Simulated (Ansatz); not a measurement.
MnAs, 4 atoms in the cell. Symmetry: P6_3/mmc, No. 194, hexagonal system. The conventional cell has a = 3.710 Å, b = 3.710 Å, c = 5.691 Å, α = 90.00°, β = 90.00°, γ = 120.00°. As (site symmetry -6m2) is surrounded by 6 Mn at 2.57 Å. Around Mn (site symmetry -3m) lie 6 As at 2.57 Å and 2 Mn at 2.85 Å. 

- Program: Ansatz 0.2.0
- Task: relaxation of cell and atoms
- Functional: PBEsol
- Potentials or basis: Ansatz PAW
- Cutoff: 420 eV (not typed: the program's choice for these potentials)
- k mesh: 8 × 8 × 5
- Occupations: fermi-dirac, width 0.05 eV
- Spin: collinear spin, ferromagnetic start
- Starting moments: [0.0, 0.0, 4.0, 4.0] μB

Potentials or basis: Ansatz PAW.

The run is started by

```sh
$ ansatz run input.yaml --threads 2 --pin off --max-ram 5632MiB --backend cpu --events-out ev --progress --plain --runs-dir out
```

Hardware: 2 threads of Arm Neoverse V2, on a shared host.

Task: Estimate the wall time of this run.

Result: It took 39 s on 2 threads of Arm Neoverse V2, on a shared host, peak memory 0.43 GiB. Counts: scf iterations 60, plane waves 1139, k points 30, bands 41, ion steps 6.
